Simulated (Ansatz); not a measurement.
Here is an Ansatz 0.2.0 calculation.

The input input.yaml:

```yaml
crystal:
  lattice:
    - [2.714, 0.0, 0.0]
    - [-1.357, 2.3503929459, 0.0]
    - [0.0, 0.0, 4.41]
  atoms:
    - { symbol: Cr, position: [0.6666666667, 0.3333333333, 0.75], spin: 3.0 }
    - { symbol: Cr, position: [0.3333333333, 0.6666666667, 0.25], spin: 3.0 }
hamiltonian:
  xc: pbe
  pseudopotentials: { kind: paw }
magnetization:
  spin_polarized: true
kpoints:
  mp_grid: { grid: [11, 11, 6] }
scf:
  occupations: { method: gaussian, width: 0.015 }
output:
  forces: true
  stress: true
  eigenvalues: true
```

Potentials or basis: Ansatz PAW.

Command:

```sh
$ ansatz run input.yaml --threads 2 --pin off --max-ram 5632MiB --backend cpu --events-out ev --progress --plain --runs-dir out
```

Question: Predict the band gap on the k mesh.

Answer: None (metal or under the smearing width).

Question: Estimate the pressure.

Answer: -25.6 GPa.

Question: What does it give for the site moments?

Answer: Cr +0.80 μB.

Question: Estimate the absolute moment.

Answer: 1.75 μB per cell.

Stress tensor (GPa, compression positive):
```
-26.88   0.00   0.00
  0.00 -26.88   0.00
  0.00   0.00 -22.95
```

Caveat: so large a pressure means that the cell lies far from this level's equilibrium, or that cutoff or potentials fall short.
